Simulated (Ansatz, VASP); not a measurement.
One calculation of Fe, two programs

Contents of INCAR:

```
SYSTEM = Fe
PREC = Accurate
ENCUT = 520
EDIFF = 1E-7
ISMEAR = 0
SIGMA = 0.05
LREAL = .False.
LASPH = .True.
NELM = 150
ALGO = Normal
ISIF = 2
LWAVE = .False.
LCHARG = .True.
ISPIN = 2
MAGMOM = 2.5 2.5
LORBIT = 11
LMAXMIX = 4
GGA = PE
LELF = .True.
LVHAR = .True.
NBANDS = 19
```

The input KPOINTS:

```
regular mesh
0
Gamma
  12 12 12
  0 0 0
```

POSCAR

```
Fe
1.0
    2.8311865458      0.0000000000      0.0000000000
    0.0000000000      2.8311865458      0.0000000000
    0.0000000000      0.0000000000      2.8311865458
Fe
2
Direct
    0.0000000000      0.0000000000      0.0000000000
    0.5000000000      0.5000000000      0.5000000000
```

Input for Ansatz:

```yaml
crystal:
  lattice:
    - [2.8311865458, 0.0, 0.0]
    - [0.0, 2.8311865458, 0.0]
    - [0.0, 0.0, 2.8311865458]
  atoms:
    - { symbol: Fe, position: [0.0, 0.0, 0.0], spin: 2.5 }
    - { symbol: Fe, position: [0.5, 0.5, 0.5], spin: 2.5 }
basis:
  ecutwfc: 420
  ecutrho_ratio: 4
kpoints:
  mp_grid: { grid: [12, 12, 12] }
hamiltonian:
  xc: pbe
scf:
  occupations: { method: gaussian, width: 0.05 }
  lower_state_search: "off"
output:
  forces: true
  stress: true
  eigenvalues: true
  populations: true
magnetization:
  spin_polarized: true
```

Alike in both runs: task single point; functional PBE; k mesh 12 × 12 × 12; occupations gaussian, width 0.05 eV; collinear spin.

|  | VASP | Ansatz |
| --- | --- | --- |
| version | VASP 6.6.1 | Ansatz 0.2.0 |
| potentials or method | VASP PAW PBE potentials, release 64 (Fe) | scalar-relativistic, plane waves, PAW |
| plane-wave cutoff (eV) | 520 | 420 |
| valence electrons in the cell | 16 | 32 |

```csv
,VASP,Ansatz,Ansatz less VASP
gap on the k mesh at the Fermi level (eV),none,none,-
pressure (GPa),-0.6,-0.5,+0.03
net moment per atom (μB),2.16,2.14,-0.022
size of the moment on the site where the two differ most (μB),2.16,2.19,+0.030
```

Site moments also hang on the region over which each program counts them. A gap of «none» marks a metal or a gap that the smearing closes. The two sets of potentials don't hold the same shells in valence.
